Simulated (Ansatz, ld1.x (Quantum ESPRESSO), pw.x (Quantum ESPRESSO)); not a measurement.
Li (Z = 3): does the RRKJ potential hold in the solid?

lithium, norm-conserving RRKJ (Kleinman–Bylander form), made with ld1.x (Quantum ESPRESSO) 7.5 (PBE, scalar-relativistic). Core [He], reference 2s0.5 2p0.5. Waves: 2p (bound): rc 4.20 bohr; 2s (bound): rc 2.45 bohr. Local part: the s channel. Core correction: a·sin(br)/r model core, default radius (core density twice the valence density).

Atomic tests: cutoffs needed: 6 Ry and 6 Ry (the cutoffs (Ry, on a coarse ladder) from which the occupation-weighted sum of valence levels, in a spherical-Bessel basis at the reference potential, stays within 10 and 1 mRy of its value at 400 Ry); ghost test: no extra level below or beside the all-electron valence levels (p, s, d, f tested) (spherical-Bessel basis up to 400 Ry, 20 bohr box); largest excitation error: +3.2 meV (all-electron minus pseudo) for 2s0.5 2p0, out of 3 test configurations.

Crystal test: diamond Li in pw.x 7.5, no spin, 8³ k-points, Fermi–Dirac smearing 0.01 Ry, cutoffs 50/200 Ry. The reference is all-electron LAPW (Ansatz 0.2.0) with the same functional, mesh and smearing; V0 and B0 come from Birch–Murnaghan fits to the pressures at five volumes. Errors are pseudo minus all-electron; Δ is the rms difference of the E(V) curves that follow from these fits, minima aligned, over ±6 % about the mean V0. Mesh and smearing are coarse, so the numbers serve the comparison and aren't converged zero-temperature values; the lattice is a test structure that the element need not adopt.

All-electron: a0 = 5.932 Å (V0 = 26.09 Å³/atom), B0 = 5.4 GPa.

Problem. How far does the potential miss the all-electron equation of state?

Solution. mean pressure error (GPa): -0.35. The pressure does not cross zero within the volumes sampled, so no fit is given. The largest radius (4.20 bohr) exceeds half the bond length (2.43 bohr), so the spheres overlap, which is one possible source of error among others. This is a poor potential for the solid.

```
V (Å³/atom)  P all-electron (GPa)  P pseudo (GPa)
     24.857                  0.28           -0.14
     25.511                  0.12           -0.25
     26.165                 -0.02           -0.36
     26.819                 -0.14           -0.45
     27.473                 -0.26           -0.54
```

Problem. At the middle volume, how do free energy and pressure move when the wave cutoff is lowered (ecutrho kept at four times it)?

Solution.

```
cutoff (Ry)  shift of F (meV/atom)  shift of P (GPa)
         22                   +1.1             +0.01
         30                   +0.5             +0.00
         40                   +0.1             +0.00
```

The run at the middle volume (29 k-points, 5 iterations) took about 7.2 s on one core of a shared host (Neoverse-N1, 64 threads, 498 GiB, load 26).
